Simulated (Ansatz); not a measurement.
## Structure search for TaH₄

Level of theory: Ansatz, DFT PBE, scalar-relativistic, plane waves, PAW. All cells share a 420 eV cutoff and Γ-centred k meshes spaced at most about 0.3 Å⁻¹ (about 0.25 or finer for metals, 2π included). No spin polarisation.

The zero of energy is the elements' standard structures at the same level (H₂ as a molecule); no fitted shifts are applied.

Temperature and zero-point effects are left out. The comparison covers the computed candidates alone. The k mesh leaves some 4 meV/atom of noise in the energy of each metallic cell. Weakly bound directions are ill-defined at this level, which has no dispersion term (P1, C2/m, P-3m1, I4/mmm), and this can change margins and order among such cells. These runs have no spin–orbit coupling, which can matter for Ta. With hydrogen, zero-point motion can shift formation energies by some tens of meV/atom.

Invented guesses were relaxed alike, and ends that match in structure were merged. ΔE counts from the first row. Coordination counts H atoms around Ta (those within 1.25 times the shortest such distance or 1.15 times the sum of covalent radii, 1.27 where that leaves under three). The ends were matched against large subsets of the Crystallography Open Database and the Materials Project, so a missing match doesn't prove that a structure is unreported.

| # | reached from | type and space group | atoms | Å³/atom | coordination | ΔE (meV/atom) | gap on mesh (eV) | in databases |
| --- | --- | --- | --- | --- | --- | --- | --- | --- |
| 1 | NbBr4 type (C2/m), changed on relaxing | Immm (No. 71) | 10 | 6.5 | Ta 10 | 0 | 0.00 | no match |
| 2 | a relaxed cell, shaken at random and relaxed again | P1 (No. 1) | 10 | 13.0 | Ta 6 | 56 | 0.00 | no match |
| 3 | Ta/H ordered on a cell of Hg | C2/m (No. 12) | 5 | 13.2 | Ta 6 | 57 | 0.00 | no match |
| 4 | a cell proposed by chemical analogy | P-3m1 (No. 164) | 5 | 12.5 | Ta 6 | 59 | 0.00 | no match |
| 5 | TiI4 type (C2/c) | C2/c (No. 15) | 10 | 7.8 | Ta 8 | 79 | 0.00 | no match |
| 6 | Ta/H ordered on a cell of Cu | I4/m (No. 87) | 5 | 6.0 | Ta 12 | 109 | 0.00 | no match |
| 7 | random cell | I4/mmm (No. 139) | 5 | 10.4 | Ta 8 | 125 | 0.00 | no match |

The lowest: Space group Immm (No. 71), orthorhombic, a = 3.425 Å, b = 5.817 Å, c = 6.556 Å. Ta has 10 H at 1.86–1.99 Å; H on a site of symmetry m2m has 2 Ta at 1.86 Å, 1 H at 1.91 Å and 8 H at 2.12–2.19 Å; H on a site of symmetry m is surrounded by 6 H at 1.95–2.19 Å and 3 Ta at 1.96–1.99 Å; around H on a site of symmetry 2mm lie 1 H at 1.66 Å, 1 H at 1.76 Å, 2 Ta at 1.89 Å and 2 H at 2.12 Å. Its energy over the elements is +0.04 eV/atom. The separate elements lie lower, so it is unstable against them. An observed structure of this formula, if there is one, may be missing.

```
CELL_PARAMETERS angstrom
-1.71242 2.90870 3.27824
1.71242 -2.90870 3.27824
1.71242 2.90870 -3.27824
ATOMIC_POSITIONS crystal
Ta 0.75562 0.75562 0.00000
Ta 0.24438 0.24438 0.00000
H 0.16393 0.00000 0.16393
H 0.83607 0.00000 0.83607
H 0.36855 0.70053 0.66802
H 0.03251 0.70053 0.33198
H 0.63145 0.29947 0.33198
H 0.96749 0.29947 0.66802
H 0.50000 0.24251 0.74251
H 0.50000 0.75749 0.25749
```

The second: Space group P1 (No. 1), triclinic, a = 2.839 Å, b = 2.841 Å, c = 18.366 Å, α = 89.8°, β = 88.1°, γ = 61.5°. Ta on its first site has 6 H at 2.00–2.01 Å and 6 Ta at 2.84–2.91 Å; Ta on its second site is surrounded by 6 H at 2.00–2.01 Å and 6 Ta at 2.84–2.91 Å; H on its first site has 1 H at 0.75 Å; H on its second site is surrounded by 1 H at 0.75 Å; 6 more sites not described. Counting H atoms around Ta, the first has Ta 10 and the second has Ta 6. The second holds H–H pairs as short as in free H₂ molecules (shortest 0.75 Å); in the first the shortest H–H distance is 1.66 Å. Cells relaxed within their symmetry can be saddle points. Some candidate types were left out of the draw beforehand, so a known form may be missing.
